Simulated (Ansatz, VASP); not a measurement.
# InP (InP(110)) in two plane-wave programs

One calculation is typed for both programs; each brings its own data sets and cutoff. How far apart do they land? The structure shown is the end of the VASP relaxation below.

Main program and level: Ansatz 0.2.0; plane waves, with VASP 6.6.1 beside it; single point at PBE and band structure at PBE.

### 1. The starting structure

The cell holds 18 atoms: 9 In and 9 P. Cell: a = 4.242 Å, b = 5.999 Å, c = 32.967 Å, α = 90.0°, β = 90.0°, γ = 90.0°. It derives from InP. As first built, before any earlier steps moved the atoms: 9 layers, cut at this functional's lattice. Vacuum lies along c.

### 2. VASP: relaxation, PBE

This run makes the geometry at which the two programs are then compared.

Lines of VASP's logs that name or quote its potential files are left out, and so is its time.

File INCAR:

```
SYSTEM = InP
PREC = Normal
ENCUT = 320
EDIFF = 1E-05
NELM = 120
ISMEAR = 0
SIGMA = 0.03
LREAL = Auto
ALGO = Fast
GGA = PE
NBANDS = 54
LORBIT = 11
LWAVE = .FALSE.
LCHARG = .FALSE.
KPAR = 2
NCORE = 2
IBRION = 2
NSW = 60
ISIF = 2
EDIFFG = -0.03
POTIM = 0.4
MAXMIX = 40
IDIPOL = 3
LDIPOL = .TRUE.
DIPOL = 0.5 0.5 0.5
```

File POSCAR:

```
InP
1.0
    4.2417834439      0.0000000000      0.0000000000
    0.0000000000      5.9987876750      0.0000000000
    0.0000000000      0.0000000000     32.9671337756
In P
9 9
Direct
    0.0000000000      0.0000000000      0.2426659200
    0.5000000000      0.5000000000      0.3069994400
    0.0000000000      0.0000000000      0.3713329600
    0.5000000000      0.5000000000      0.4356664800
    0.0000000000      0.0000000000      0.5000000000
    0.5000000000      0.5000000000      0.5643335200
    0.0000000000      0.0000000000      0.6286670400
    0.5000000000      0.5000000000      0.6930005600
    0.0000000000      0.0000000000      0.7573340800
    0.0000000000      0.7500000000      0.3069994400
    0.5000000000      0.2500000000      0.2426659200
    0.0000000000      0.7500000000      0.4356664800
    0.5000000000      0.2500000000      0.3713329600
    0.0000000000      0.7500000000      0.5643335200
    0.5000000000      0.2500000000      0.5000000000
    0.0000000000      0.7500000000      0.6930005600
    0.5000000000      0.2500000000      0.6286670400
    0.5000000000      0.2500000000      0.7573340800
```

File KPOINTS:

```
Automatic mesh
0
Gamma
6 4 1
0 0 0
```

PAW data sets: In and P (PBE family, release 64).

Started as:

```bash
mpirun -np 4 vasp_std
```

Numbers of over 12 decimals in the logs are rounded to 6 here.

The program printed:

```text
[banner, memory and clock lines left out]
running    4 mpi-ranks, on    1 nodes
 distrk:  each k-point on    2 cores,    2 groups
 distr:  one band on    2 cores,    1 groups

 POSCAR found type information on POSCAR InP
 POSCAR found :  2 types and      18 ions
 LDA part: xc-table for (Slater+PW92), standard interpolation
 POSCAR, INCAR and KPOINTS ok, starting setup
 FFT: planning ... GRIDC
 FFT: planning ... GRID_SOFT
 FFT: planning ... GRID
 WAVECAR not read
 entering main loop
       N       E                     dE             d eps       ncg     rms          rms(c)
DAV:   1     0.303250119441E+03    0.30325E+03   -0.17808E+04  1296   0.673E+02
DAV:   2    -0.354490797202E+02   -0.33870E+03   -0.32673E+03  1722   0.146E+02
DAV:   3    -0.748362816707E+02   -0.39387E+02   -0.38901E+02  1566   0.514E+01
DAV:   4    -0.766000476242E+02   -0.17638E+01   -0.17557E+01  1792   0.126E+01
DAV:   5    -0.766631239516E+02   -0.63076E-01   -0.63045E-01  1744   0.224E+00    0.159E+01
RMM:   6    -0.725033343247E+02    0.41598E+01   -0.63617E+00  1296   0.517E+00    0.901E+00
RMM:   7    -0.722167176389E+02    0.28662E+00   -0.62900E+00  1296   0.494E+00    0.303E+00
RMM:   8    -0.720825144964E+02    0.13420E+00   -0.11213E+00  1296   0.270E+00    0.834E-01
RMM:   9    -0.720575938752E+02    0.24921E-01   -0.86854E-02  1333   0.992E-01    0.428E-01
RMM:  10    -0.720618723684E+02   -0.42785E-02   -0.34675E-02  1520   0.479E-01    0.362E-01
RMM:  11    -0.720636139113E+02   -0.17415E-02   -0.14738E-02  1296   0.298E-01    0.212E-01
RMM:  12    -0.720628285388E+02    0.78537E-03   -0.17744E-03  1317   0.139E-01    0.967E-02
RMM:  13    -0.720629167298E+02   -0.88191E-04   -0.50953E-04  1453   0.665E-02    0.835E-02
RMM:  14    -0.720629380370E+02   -0.21307E-04   -0.71627E-05  1198   0.254E-02    0.849E-02
RMM:  15    -0.720629403708E+02   -0.23338E-05   -0.13795E-05   872   0.116E-02
   1 F= -.72062940E+02 E0= -.72062940E+02  d E =-.720629E+02
[... from here on, the cycles between the ionic steps are left out ...]
   2 F= -.72352027E+02 E0= -.72352027E+02  d E =-.289086E+00
  17 F= -.73267761E+02 E0= -.73267761E+02  d E =-.148413E-02
  18 F= -.73268616E+02 E0= -.73268616E+02  d E =-.233883E-02
  19 F= -.73269603E+02 E0= -.73269603E+02  d E =-.987652E-03
  20 F= -.73269863E+02 E0= -.73269863E+02  d E =-.124701E-02
  21 F= -.73270520E+02 E0= -.73270520E+02  d E =-.657269E-03
  22 F= -.73270591E+02 E0= -.73270591E+02  d E =-.728276E-03
  23 F= -.73270610E+02 E0= -.73270610E+02  d E =-.747803E-03
  24 F= -.73270619E+02 E0= -.73270619E+02  d E =-.756634E-03
  25 F= -.73270630E+02 E0= -.73270630E+02  d E =-.767501E-03
  26 F= -.73271438E+02 E0= -.73271438E+02  d E =-.807897E-03
  27 F= -.73270872E+02 E0= -.73270872E+02  d E =-.241795E-03
  28 F= -.73271814E+02 E0= -.73271814E+02  d E =-.118336E-02
 curvature:  -6.26 expect dE=-0.288E-02 dE for cont linesearch -0.265E-04
 trial: gam= 1.31729 g(F)=  0.460E-03 g(S)=  0.000E+00 ort =-0.638E-04 (trialstep = 0.181E+01)
 search vector abs. value=  0.196E-02
 bond charge predicted
       N       E                     dE             d eps       ncg     rms          rms(c)
DAV:   1    -0.732717351376E+02    0.73798E-04   -0.62429E-02  1320   0.701E-01    0.994E-02
RMM:   2    -0.732719983013E+02   -0.26316E-03   -0.35648E-03  1296   0.206E-01    0.545E-02
RMM:   3    -0.732720505333E+02   -0.52232E-04   -0.62712E-04  1302   0.943E-02    0.383E-02
RMM:   4    -0.732720706648E+02   -0.20132E-04   -0.19460E-04  1420   0.482E-02    0.318E-02
RMM:   5    -0.732720783739E+02   -0.77091E-05   -0.43313E-05  1069   0.206E-02
  29 F= -.73272078E+02 E0= -.73272078E+02  d E =-.264847E-03
 trial-energy change:   -0.000265  1 .order   -0.000285   -0.000678    0.000108
 step:   1.5580(harm=  1.5580)  dis= 0.00447  next Energy=   -73.272106 (dE=-0.293E-03)
 reached required accuracy - stopping structural energy minimisation
```

Parts of OUTCAR (step 2):

```text
ion  position               nearest neighbor table
   1  0.000  0.000  0.243-  11 2.60  11 2.60  10 2.60
   2  0.500  0.500  0.307-  10 2.60  10 2.60  13 2.60  11 2.60
   3  0.000  0.000  0.371-  13 2.60  13 2.60  10 2.60  12 2.60
   4  0.500  0.500  0.436-  12 2.60  12 2.60  15 2.60  13 2.60
   5  0.000  0.000  0.500-  15 2.60  15 2.60  12 2.60  14 2.60
   6  0.500  0.500  0.564-  14 2.60  14 2.60  15 2.60  17 2.60
   7  0.000  0.000  0.629-  17 2.60  17 2.60  16 2.60  14 2.60
   8  0.500  0.500  0.693-  16 2.60  16 2.60  18 2.60  17 2.60
   9  0.000  0.000  0.757-  18 2.60  18 2.60  16 2.60
  10  0.000  0.750  0.307-   2 2.60   2 2.60   3 2.60   1 2.60
  11  0.500  0.250  0.243-   1 2.60   1 2.60   2 2.60
  12  0.000  0.750  0.436-   4 2.60   4 2.60   5 2.60   3 2.60
  13  0.500  0.250  0.371-   3 2.60   3 2.60   2 2.60   4 2.60
  14  0.000  0.750  0.564-   6 2.60   6 2.60   5 2.60   7 2.60
  15  0.500  0.250  0.500-   5 2.60   5 2.60   6 2.60   4 2.60
  16  0.000  0.750  0.693-   8 2.60   8 2.60   9 2.60   7 2.60
  17  0.500  0.250  0.629-   7 2.60   7 2.60   8 2.60   6 2.60
  18  0.500  0.250  0.757-   9 2.60   9 2.60   8 2.60

  LATTYP: Found a simple orthorhombic cell.
 ALAT       =     4.2417834439
 B/A-ratio  =     1.4142135624
 C/A-ratio  =     7.7719983143

 Subroutine GETGRP returns: Found  4 space group operations
 (whereof  4 operations were pure point group operations)

The static configuration has the point symmetry C_2v.

 Found     12 irreducible k-points:

   k-points           NKPTS =     12   k-points in BZ     NKDIM =     12   number of bands    NBANDS=     54

   dimension x,y,z NGX =    20 NGY =   28 NGZ =  144
   dimension x,y,z NGXF=    40 NGYF=   56 NGZF=  288

   ENCUT  =  320.0 eV  23.52 Ry    4.85 a.u.   6.19  8.75 48.09*2*pi/ulx,y,z

   NELECT =      72.0000    total number of electrons

 k-points in reciprocal lattice and weights: Automatic mesh
   0.00000000  0.00000000  0.00000000       0.042
   0.16666667  0.00000000  0.00000000       0.083
   0.33333333  0.00000000  0.00000000       0.083
   0.50000000  0.00000000  0.00000000       0.042
   0.00000000  0.25000000  0.00000000       0.083
   0.16666667  0.25000000  0.00000000       0.167
   0.33333333  0.25000000  0.00000000       0.167
   0.50000000  0.25000000  0.00000000       0.083
   0.00000000  0.50000000  0.00000000       0.042
   0.16666667  0.50000000  0.00000000       0.083
   0.33333333  0.50000000  0.00000000       0.083
   0.50000000  0.50000000  0.00000000       0.042

 dipolmoment           0.000000      0.000000      0.000000 electrons x Angstroem

 average (electrostatic) potential at core
       1 -42.5482       2 -42.3096       3 -42.3447       4 -42.3347       5 -42.3316
       6 -42.3347       7 -42.3447       8 -42.3096       9 -42.5482      10 -88.1826
      11 -87.8906      12 -88.1377      13 -88.1091      14 -88.1377      15 -88.1308
      16 -88.1826      17 -88.1091      18 -87.8906

 E-fermi :  -0.1713

 k-point     1 :       0.0000    0.0000    0.0000
  band No.  band energies     occupation
    ...
     32      -0.5632      2.00000
     33      -0.4888      2.00000
     34      -0.4644      2.00000
     35      -0.3940      2.00000
     36      -0.3166      2.00000
     37       0.4825      0.00000
     38       1.1049      0.00000
     39       1.5704      0.00000
     40       1.6482      0.00000
     41       1.7872      0.00000
    ...

 k-point     2 :       0.1667    0.0000    0.0000
  band No.  band energies     occupation
    ...
     32      -1.2267      2.00000
     33      -0.9847      2.00000
     34      -0.9396      2.00000
     35      -0.7255      2.00000
     36      -0.5587      2.00000
     37       1.4217      0.00000
     38       1.7883      0.00000
     39       1.8730      0.00000
     40       2.1702      0.00000
     41       2.3070      0.00000
    ...

 k-point     3 :       0.3333    0.0000    0.0000
  band No.  band energies     occupation
    ...
     32      -1.6788      2.00000
     33      -1.5540      2.00000
     34      -1.3039      2.00000
     35      -1.0243      2.00000
     36      -0.7937      2.00000
     37       1.4004      0.00000
     38       1.4844      0.00000
     39       2.0408      0.00000
     40       2.0856      0.00000
     41       2.1969      0.00000
    ...

  Total       -1.7799850     -0.8412965     -0.3754674      0.0000000      0.0000000      0.0000000
  in kB       -3.3996463     -1.6068173     -0.7171164      0.0000000      0.0000000      0.0000000
  external PRESSURE =      -1.9078600 kB  Pullay stress =       0.0000000 kB

  energy-cutoff  :      320.00
  volume of cell :      838.87
      direct lattice vectors                 reciprocal lattice vectors
     4.241783444  0.000000000  0.000000000     0.235749895  0.000000000  0.000000000
     0.000000000  5.998787675  0.000000000     0.000000000  0.166700349  0.000000000
     0.000000000  0.000000000 32.967133776     0.000000000  0.000000000  0.030333241

 POSITION                                       TOTAL-FORCE (eV/Angst)
 -----------------------------------------------------------------------------------
      0.00000      0.34910      8.43852        -0.000000      0.007804      0.007456
      2.12089      2.92203     10.01061        -0.000000     -0.010405      0.006802
      0.00000      5.94074     12.26776        -0.000000     -0.006695      0.000456
      2.12089      2.92647     14.34368         0.000000      0.013281     -0.015012
      4.24178      5.94274     16.48357        -0.000000     -0.019978      0.000000
      2.12089      2.92647     18.62345         0.000000      0.013281      0.015012
      0.00000      5.94074     20.69938        -0.000000     -0.006695     -0.000456
      2.12089      2.92203     22.95652        -0.000000     -0.010405     -0.006802
      0.00000      0.34910     24.52862        -0.000000      0.007804     -0.007456
      0.00000      4.42433     10.13459         0.000000     -0.010153      0.007611
      2.12089      1.60502      7.75898        -0.000000      0.012283     -0.025090
      4.24178      4.43046     14.37117        -0.000000      0.003532     -0.000019
      2.12089      1.45419     12.19904         0.000000     -0.006352      0.000387
      4.24178      4.43046     18.59597        -0.000000      0.003532      0.000019
      2.12089      1.44137     16.48357        -0.000000      0.013390      0.000000
      0.00000      4.42433     22.83255        -0.000000     -0.010153     -0.007611
      2.12089      1.45419     20.76809         0.000000     -0.006352     -0.000387
      2.12089      1.60502     25.20816        -0.000000      0.012283      0.025090
 -----------------------------------------------------------------------------------
    total drift:                                0.000000      0.006002     -0.000002

  FREE ENERGIE OF THE ION-ELECTRON SYSTEM (eV)
  ---------------------------------------------------
  free  energy   TOTEN  =       -73.2720783739 eV

  energy  without entropy=      -73.2720783739  energy(sigma->0) =      -73.27207837

 reached required accuracy - stopping structural energy minimisation

 vacuum level on the upper side and lower side of the slab         4.745         4.745

 total charge
# of ion       s       p       d       tot
------------------------------------------
    1        1.254   1.186   0.170   2.610
    2        1.178   1.342   0.211   2.731
    3        1.180   1.350   0.210   2.740
    4        1.179   1.348   0.212   2.739
    5        1.180   1.359   0.214   2.753
    6        1.179   1.348   0.212   2.739
    7        1.180   1.350   0.210   2.740
    8        1.178   1.342   0.211   2.731
    9        1.254   1.186   0.170   2.610
   10        1.042   1.458   0.000   2.500
   11        1.084   1.375   0.000   2.459
   12        1.039   1.461   0.000   2.500
   13        1.041   1.453   0.000   2.494
   14        1.039   1.461   0.000   2.500
   15        1.039   1.460   0.000   2.499
   16        1.042   1.458   0.000   2.500
   17        1.041   1.453   0.000   2.494
   18        1.084   1.375   0.000   2.459
--------------------------------------------------
tot         20.213  24.766   1.819  46.798

[... 3 further parts left out ...]
```

CONTCAR:

```
InP
   1.00000000000000
     4.2417834439000002    0.0000000000000000    0.0000000000000000
     0.0000000000000000    5.9987876750000000    0.0000000000000000
     0.0000000000000000    0.0000000000000000   32.9671337755999971
  In              P
     9     9
Direct
     0.0000000000000000    0.0581952317483478    0.2559675901570971
     0.5000000000000000    0.4871026643019215    0.3036543447439263
     0.0000000000000000    0.9903240627970261    0.3721208258973702
     0.5000000000000000    0.4878438297844783    0.4350903788809539
     1.0000000000000000    0.9906566124185173    0.5000000000000000
     0.5000000000000000    0.4878438297844783    0.5649096211190459
     0.0000000000000000    0.9903240627970261    0.6278791741026298
     0.5000000000000000    0.4871026643019215    0.6963456552560737
     0.0000000000000000    0.0581952317483478    0.7440324098429030
     0.0000000000000000    0.7375367198163005    0.3074148473402127
     0.5000000000000000    0.2675581080012626    0.2353548805498805
     1.0000000000000000    0.7385592013274506    0.4359240414522770
     0.5000000000000000    0.2424136874780385    0.3700365092628930
     1.0000000000000000    0.7385592013274506    0.5640759585477229
     0.5000000000000000    0.2402763770718308    0.5000000000000000
     0.0000000000000000    0.7375367198163005    0.6925851526597875
     0.5000000000000000    0.2424136874780385    0.6299634907371071
     0.5000000000000000    0.2675581080012626    0.7646451194501197
```

The data set In keeps the semicore shell frozen, which is cheaper and a little less accurate. The run keeps the 4 symmetry operations of its start, so it cannot find a distortion of lower symmetry.

(Continued in part 2 of 3.)

[Lines on the potential files, build, host, timing and source positions are cut from VASP's logs without a mark.]

[Logs are printed without paths, hosts, clocks, repeated set-up lines and the standing remarks that a program may print on its own settings, such as how far it seeks lower states.]

[Hosts, paths, dates, database ids (printed as entryN), source tags and the programs' standing remarks are cut or masked in the printed files.]
